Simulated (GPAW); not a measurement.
Set up this calculation in GPAW 26.7.0, as an ASE script.

- Task: equation of state
- Functional: PBE
- Potentials or basis: GPAW PAW data sets (gpaw-data 1.2.1)
- Cutoff: 600 eV
- Basis: pw
- k mesh: 13 × 13 × 7
- Occupations: fermi-dirac, width 0.05 eV
- Spin: collinear spin, ferromagnetic start
- Starting moments: [3.0, 3.0] μB
- Maxiter: 150
- Eos scales: [0.94, 0.96, 0.98, 1.0, 1.02, 1.04, 1.06]

The structure of Cr lies in POSCAR:

```
Cr
1.0
    1.1470505050     -2.4670251200      0.0000000000
    1.1470505050      2.4670251200      0.0000000000
    0.0000000000      0.0000000000      4.0643107400
Cr
2
Direct
    0.8705325800      0.1294674200      0.7500000000
    0.1294674200      0.8705325800      0.2500000000
```

This isn't the form of Cr at room conditions, which is bcc.

One way to write it, as run:

run.py

```python
from ase.eos import EquationOfState
from ase.io import Trajectory, read
from ase.units import GPa
from gpaw import GPAW, PW

atoms = read('POSCAR')
atoms.set_initial_magnetic_moments([3.0, 3.0])

traj = Trajectory('eos.traj', 'w')
volumes, energies = [], []
for x in [0.94, 0.96, 0.98, 1.0, 1.02, 1.04, 1.06]:
    a = atoms.copy()
    a.set_cell(atoms.cell * x**(1 / 3), scale_atoms=True)
    calc = GPAW(mode=PW(600),
                xc='PBE',
                kpts={'size': (13, 13, 7), 'gamma': True},
                occupations={'name': 'fermi-dirac', 'width': 0.05},
                nbands=17,
                convergence={'density': 1e-05, 'energy': 1e-05},
                maxiter=150,
                txt=f'eos-{x:.2f}.txt')
    a.calc = calc
    energies.append(a.get_potential_energy(force_consistent=True))
    volumes.append(a.get_volume())
    p = -a.get_stress()[:3].mean() / GPa
    calc.write(f'eos-{x:.2f}.gpw')
    traj.write(a)
    print(f'{x:.2f} {volumes[-1]:10.4f} A^3 {energies[-1]:14.6f} eV {p:9.3f} GPa', flush=True)

v0, e0, B = EquationOfState(volumes, energies, eos='birchmurnaghan').fit()
print(f'V0 = {v0:.4f} A^3, E0 = {e0:.6f} eV, B0 = {B / GPa:.2f} GPa')
```

Potentials or basis: GPAW PAW data sets (gpaw-data 1.2.1), pw.

The run is started by

```sh
$ OMP_NUM_THREADS=1 python run.py
```

Results of the run:

* Equilibrium volume: 11.80 Å³/atom
* Bulk modulus at fixed shape and positions: 236 GPa
* Pressure derivative of the bulk modulus: 4.2

Caveat: the cell was scaled at fixed shape and fractional positions, which overstates the stiffness of a crystal with free parameters, most of all of layers and chains.

Wall time 16 min on 1 thread of Intel(R) Xeon(R) Platinum 8488C (Sapphire Rapids), on a shared host, peak memory 0.57 GiB.
